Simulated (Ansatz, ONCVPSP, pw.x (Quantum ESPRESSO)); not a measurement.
What a changed setting does to a pw.x run (bcc Tc)

Potential: optimised norm-conserving Vanderbilt (ONCV), ONCVPSP 4.0.1, PBE; core [Ar] 3d10, reference 4s2 4p6 4d5 5s2; waves: 4s+5s: rc 1.90 bohr, ncon 4, nbas 8, qcut 4.8 1/bohr, 2 projectors; 4p: rc 1.80 bohr, ncon 3, nbas 6, qcut 7.1 1/bohr, 1 projector; 4d: rc 1.70 bohr, ncon 4, nbas 9, qcut 7.2 1/bohr, 2 projectors, debl 3.7 Ha; local part: polynomial inside 1.45 bohr (lpopt 3, dvloc0 3 Ha); core correction: Teter function, fcfact 4.25, rcfact 1.35.

The reference run (k-mesh 15³, cutoffs 55/220 Ry, Fermi–Dirac 0.01 Ry, mixing_beta 0.4, conv_thr 1e-9, no spin) gives -0.09 GPa at 14.631 Å³/atom, where all-electron LAPW gives 0.42 GPa. This run, with its own iteration cap, changes k-mesh shift to 1.

```
&control
  calculation='scf', prefix='x', pseudo_dir='./', outdir='./tmp', tstress=.true., disk_io='none'
/
&system
  ibrav=0, nat=1, ntyp=1, ecutwfc=55, ecutrho=220, nbnd=15,
  occupations='smearing', smearing='fd', degauss=0.01
/
&electrons
  conv_thr=1e-09, mixing_beta=0.4, electron_maxstep=60
/
ATOMIC_SPECIES
Tc 1.0 Tc.UPF
CELL_PARAMETERS angstrom
  -1.54077068 1.54077068 1.54077068
  1.54077068 -1.54077068 1.54077068
  1.54077068 1.54077068 -1.54077068
ATOMIC_POSITIONS crystal
Tc 0.0000 0.0000 0.0000
K_POINTS automatic
15 15 15 1 1 1
```

```bash
pw.x < Tc.scf.in > Tc.scf.out
```

Question: How does the run end?

Answer: It converges in 8 iterations; the free energy moves by -7.1 meV/atom and the pressure by -0.28 GPa.

```
Message from routine setup:
     using ibrav=0 with symmetry is DISCOURAGED, use correct ibrav instead
     lattice parameter (alat)  =       5.0431  a.u.
     unit-cell volume          =      98.7349 (a.u.)^3
     number of electrons       =        15.00
     number of Kohn-Sham states=           15
     kinetic-energy cutoff     =      55.0000  Ry
     charge density cutoff     =     220.0000  Ry
     scf convergence threshold =      1.0E-09
     Exchange-correlation= PBE
     number of k points=   120  Fermi-Dirac smearing, width (Ry)=  0.0100
     iteration #  1     ecut=    55.00 Ry     beta= 0.40
     total energy              =    -171.20473803 Ry
     estimated scf accuracy    <       0.03592443 Ry
     iteration #  2     ecut=    55.00 Ry     beta= 0.40
     total energy              =    -171.20872521 Ry
     estimated scf accuracy    <       0.00241464 Ry
     iteration #  3     ecut=    55.00 Ry     beta= 0.40
     total energy              =    -171.20890781 Ry
     estimated scf accuracy    <       0.00042230 Ry
     [... 2 iterations left out ...]
     iteration #  6     ecut=    55.00 Ry     beta= 0.40
     total energy              =    -171.20891623 Ry
     estimated scf accuracy    <       0.00000002 Ry
     iteration #  7     ecut=    55.00 Ry     beta= 0.40
     total energy              =    -171.20891622 Ry
     estimated scf accuracy    <          8.1E-09 Ry
     iteration #  8     ecut=    55.00 Ry     beta= 0.40
     the Fermi energy is    22.3881 ev
!    total energy              =    -171.20891622 Ry
     estimated scf accuracy    <          8.0E-11 Ry
     smearing contrib. (-TS)   =      -0.00590811 Ry
     The total energy is F=E-TS. E is the sum of the following terms:
     one-electron contribution =     -26.89683983 Ry
     hartree contribution      =      23.86087198 Ry
     xc contribution           =     -27.55401059 Ry
     ewald contribution        =    -140.61302968 Ry
     convergence has been achieved in   8 iterations
          total   stress  (Ry/bohr**3)                   (kbar)     P=       -3.70
     Message from routine punch:
     Nothing written, as per user request (disk_io='none')
```

The run took about 13 s on one core of a shared server CPU.
